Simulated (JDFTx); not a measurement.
Pd:

```
CELL_PARAMETERS angstrom
-1.57228 1.57228 1.57228
1.57228 -1.57228 1.57228
1.57228 1.57228 -1.57228
ATOMIC_POSITIONS crystal
Pd 0.00000 0.00000 0.00000
```

This isn't the form of Pd at room conditions, which is fcc.

```yaml
Program: JDFTx 1.7.0 (patched build)
Task: relaxation of cell and atoms
Functional: r2SCAN
Potentials_or_basis: SG15-PBE-1.2 with smoothed tails
Cutoff: 1088 eV
Density_cutoff: 4354 eV
k_mesh: 6 × 6 × 6
Occupations: fermi-dirac, width 0.05 eV
Spin: no spin polarisation
```

At the start: pressure -7.4 GPa; volume 15.55 Å³/atom.

Q: Where does the relaxation end?

A: Over 5 steps the energy falls by 16.2 meV/atom and the volume is 14.88 Å³/atom (-4.3 %); space group Im-3m (No. 229, to 0.05 Å).

Step by step:
```tsv
step	energy change (eV)	largest force (eV/Å)	pressure (GPa)	volume (Å³)
1	0.0000	0.0000	-7.37	15.55
2	-0.0068	0.0000	-5.76	15.38
3	-0.0162	0.0000	0.28	14.85
4	-0.0162	0.0000	0.01	14.88
5	-0.0162	0.0000	0.01	14.88
```

Final structure:
```
Pd
1.0
    -1.54935    1.54935    1.54935
     1.54935   -1.54935    1.54935
     1.54935    1.54935   -1.54935
Pd
1
Direct
  0.00000 0.00000 0.00000
```

Caveat: the k mesh is coarse (spacing up to 0.47 Å⁻¹), so the values aren't converged; meta-GGA forces are noisy on this grid; the potentials were made for another functional, which shifts forces and pressure.
